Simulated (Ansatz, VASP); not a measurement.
Two plane-wave programs on MgO

The input INCAR:

```
PREC     = Accurate       # precision mode
ENCUT    = 520            # plane-wave cutoff, eV
EDIFF    = 1E-7           # SCF threshold, eV
ISMEAR   = 0              # smearing method
SIGMA    = 0.05           # smearing width, eV
LREAL    = False          # projectors in reciprocal space
LASPH    = True           # aspherical terms in the spheres
NELM     = 60             # most SCF steps
ALGO     = Normal         # electronic algorithm
ISIF     = 2              # what is computed and relaxed
LWAVE    = False          # write WAVECAR
LCHARG   = False          # write CHGCAR
GGA      = PS             # functional
NBANDS   = 11             # bands
```

KPOINTS

```
Automatic mesh
0
Gamma
  10 10 10
```

Contents of POSCAR:

```
MgO
1.0
    0.0000000000      2.1351500000      2.1351500000
    2.1351500000      0.0000000000      2.1351500000
    2.1351500000      2.1351500000      0.0000000000
Mg O
1 1
Direct
    0.0000000000      0.0000000000      0.0000000000
    0.5000000000      0.5000000000      0.5206983930
```

Input for Ansatz:

```yaml
crystal:
  lattice:
    - [0.0, 2.13515, 2.13515]
    - [2.13515, 0.0, 2.13515]
    - [2.13515, 2.13515, 0.0]
  atoms:
    - { symbol: Mg, position: [0.0, 0.0, 0.0] }
    - { symbol: O, position: [0.5, 0.5, 0.520698393] }
basis:
  ecutwfc: 420
kpoints:
  mp_grid: { grid: [10, 10, 10] }
hamiltonian:
  xc: pbesol
scf:
  occupations: { method: gaussian, width: 0.05 }
output:
  forces: true
  stress: true
  eigenvalues: true
```

Change from the starting cell: all O atoms moved +0.062 Å, as atom 2 along Cartesian [1 1 0].

Alike in both runs: task single point; functional PBEsol; k mesh 10 × 10 × 10; occupations gaussian, width 0.05 eV; no spin polarisation.

|  | VASP | Ansatz |
| --- | --- | --- |
| version | VASP 6.6.1 | Ansatz 0.2.0 |
| potentials or method | VASP PAW PBE potentials, release 64 (Mg, O) | scalar-relativistic, plane waves, PAW |
| plane-wave cutoff (eV) | 520 | 420 |
| valence electrons in the cell | 8 | 16 |

|  | VASP | Ansatz | Ansatz less VASP |
| --- | --- | --- | --- |
| gap on the k mesh at the Fermi level (eV) | 4.25 | 4.25 | 0.000 |
| least direct gap on the mesh (eV) | 4.25 | 4.25 | 0.000 |
| pressure (GPa) | -6.0 | -5.4 | +0.56 |
| largest component of the traceless stress (GPa) | 0.39 | 0.39 | -0.004 |
| rms of the force components (eV/Å) | 0.160 | 0.159 | -0.0015 |

Atom by atom the forces differ by 0.001 eV/Å (rms over components). With one functional, cell and mesh, what is left measures potentials, basis and numerics. The two sets of potentials don't hold the same shells in valence.

Caveats: the PAW data sets were made with another functional, which shifts forces and pressure a little (VASP).
